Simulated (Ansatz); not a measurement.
# MoS2: changing the Hubbard U on Mo d

The cell as given:

Symmetry: R-3m, No. 166, trigonal system. Conventional cell: a = 3.171 Å, b = 3.171 Å, c = 18.345 Å, α = 90.00°, β = 90.00°, γ = 120.00°. Around Mo (site symmetry -3m) lie 6 S at 2.39 Å. S (site symmetry 3m) has 3 Mo at 2.39 Å as nearest neighbours.

Measurements of this composition are mostly on another form, of space group No. 194.

Kept alike: task relaxation of cell and atoms; functional PBEsol; k mesh 10 × 10 × 10; occupations fermi-dirac, width 0.05 eV; no spin polarisation. Program: Ansatz, Ansatz PAW, cutoff 420 eV. The mesh is that of the run's cell of 3 atoms. No spin-orbit coupling.

| Hubbard U on Mo d, U (eV) | volume (Å³/atom) |
| --- | --- |
| 0 | 17.196 |
| 1 | 17.178 |
| 2 | 17.158 |
| 3 | 17.136 |
| 4 | 17.113 |
| 5 | 17.083 |
| 6 | 17.078 |

U acts here on a shell without spin polarisation. The relaxations keep at least the cell's symmetry (R-3m). For a metal such a mesh leaves the last digits unconverged. Relaxations stop with a little pressure left, so the last digits of a volume or edge aren't settled. How U acts hangs on the program's projectors. All rows use potentials made for PBE. U is the effective U - J on orthogonalised atomic projectors. Double counting: fully localised limit (the default).

The volume falls from 17.196 to 17.078 Å³/atom between 0 and 6 eV.
